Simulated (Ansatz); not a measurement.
# Sb: straining the crystal, biaxial strain in the a-b plane

One table from this session's results is given with a row withheld; the runs are named, their logs left out.

Method: DFT PBEsol, scalar-relativistic, plane waves, PAW, in Ansatz 0.2.0.

3 further runs of the same task are left out: 3 set aside as unsound or not needed.

## The starting structure

The structure is cubic, space group Pm-3m (No. 221). Conventional cell: a = 3.062 Å, b = 3.062 Å, c = 3.062 Å, α = 90.00°, β = 90.00°, γ = 90.00°. Around Sb (site symmetry m-3m) lie 6 Sb at 3.06 Å.

Structure file:

```
CELL_PARAMETERS angstrom
3.06174 0.00000 0.00000
0.00000 3.06174 0.00000
0.00000 0.00000 3.06174
ATOMIC_POSITIONS crystal
Sb 0.00000 0.00000 0.00000
```

It is the result of an earlier relaxation at this level (volume 28.70 Å³/atom; gap on the mesh: none (metal)).

The unstrained cell comes from an earlier run at this level (1 atoms, E(σ→0) -6408.0578 eV, gap none (metal)).

Set-up of the first run:

The input, input.yaml:

```yaml
crystal:
  lattice:
    - [3.0311263416, 0.0, 0.0]
    - [0.0, 3.0311263416, 0.0]
    - [0.0, 0.0, 3.0801142421]
  atoms:
    - { symbol: Sb, position: [0.0, 0.0, 0.0] }
basis:
  ecutwfc: 420
kpoints:
  mp_grid: { grid: [18, 18, 18] }
hamiltonian:
  xc: pbesol
scf:
  occupations: { method: gaussian, width: 0.1 }
output:
  forces: true
  stress: true
  eigenvalues: true
relax:
  adjacent_minimum: "off"
  f_tol: 0.008
  max_steps: 40
  cell: { stress_tol: 0.015, fix: [a, b, gamma] }
```

On the command line:

```bash
$ ansatz run input.yaml --threads 1 --pin off --max-ram 2560MiB --backend cpu --events-out ev --progress --plain --runs-dir out
```

Steps of the session up to this table: The cell strained by -1.0 %; The cell strained by +1.0 %; The cell strained by -2.0 %; The cell strained by +2.0 %; At -3.0 %; At +3.0 %.

One of the session's tables, all rows but one given; the rest of the session is left out.

Lengths are those of the vectors of the cell that was run; stresses in GPa:

| strain (%) | ΔE (meV/atom) | a (Å) | b (Å) | c (Å) |
| --- | --- | --- | --- | --- |
| -3.0 | 27.2 | 2.970 | 2.970 | 3.094 |
| -2.0 | 11.7 | 3.001 | 3.001 | 3.084 |
| -1.0 | 2.8 | 3.031 | 3.031 | 3.074 |
| +0.0 | 0.0 | 3.062 | 3.062 | 3.062 |
| +1.0 | ? | ? | ? | ? |
| +2.0 | 11.6 | 3.123 | 3.123 | 3.053 |
| +3.0 | 25.4 | 3.154 | 3.154 | 3.046 |

Estimate the missing values for strain (%) = +1.0.

Worked estimate for «ΔE (meV/atom)». A straight line through the neighbours (0.0, 0.0) and (2.0, 11.6) gives 0.0 + (11.6 − 0.0) × (1.0 − 0.0) / (2.0 − 0.0) = 5.8; a parabola fitted to 4 rows on both sides gives 3.0.

As computed: ΔE (meV/atom): 2.8; a (Å): 3.092; b (Å): 3.092; c (Å): 3.057. In «ΔE (meV/atom)» the line misses by +3.0 and the parabola by +0.2.

ΔE is over the unstrained cell. Stress in GPa, positive in compression, on the Cartesian axes of the input. 
